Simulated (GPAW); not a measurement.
Input of a GPAW 26.7.0 run:

Contents of run.py:

```python
from ase.dft.bandgap import bandgap
from ase.io import read, write
from gpaw import GPAW, PW

atoms = read('BAs.xyz')

calc = GPAW(mode=PW(600),
            xc={'name': 'HYB_GGA_XC_PBE0_13', 'fraction': 0.3333333333333333, 'omega': 0.0, 'backend': 'pw'},
            kpts={'size': (5, 5, 5), 'gamma': True},
            occupations={'name': 'fermi-dirac', 'width': 0.05},
            nbands=9,
            convergence={'density': 1e-05, 'energy': 1e-05},
            maxiter=60,
            txt='gpaw.txt')
atoms.calc = calc
energy = atoms.get_potential_energy()
calc.write('gs.gpw')
write('result.traj', atoms)
print(f'Energy: {energy:.6f} eV')
print('Fermi level:', round(calc.get_fermi_level(), 4), 'eV')
print(f'Gap: {bandgap(calc)[0]:.4f} eV, direct: {bandgap(calc, direct=True)[0]:.4f} eV')
```

File BAs.xyz:

```xyz
2
Lattice="0.0000000000 2.3885000000 2.3885000000 2.3885000000 0.0000000000 2.3885000000 2.3885000000 2.3885000000 0.0000000000" Properties=species:S:1:pos:R:3 pbc="T T T"
As     3.5827500000      3.5827500000      3.5827500000
B      0.0000000000      0.0000000000      0.0000000000
```

Potentials or basis: GPAW PAW data sets (gpaw-data 1.2.1), pw.

The run is started by

```console
$ OMP_NUM_THREADS=1 python run.py
```

(1) What does it give for the band gap on the k mesh?

Results:

(1) 3.02 eV, indirect (least direct gap 5.36 eV).

Caveat: the k mesh is coarse (spacing up to 0.46 Å⁻¹), so the values aren't converged, least of all with exact exchange; an odd mesh through Γ misses points on the zone boundary, where band edges often lie.
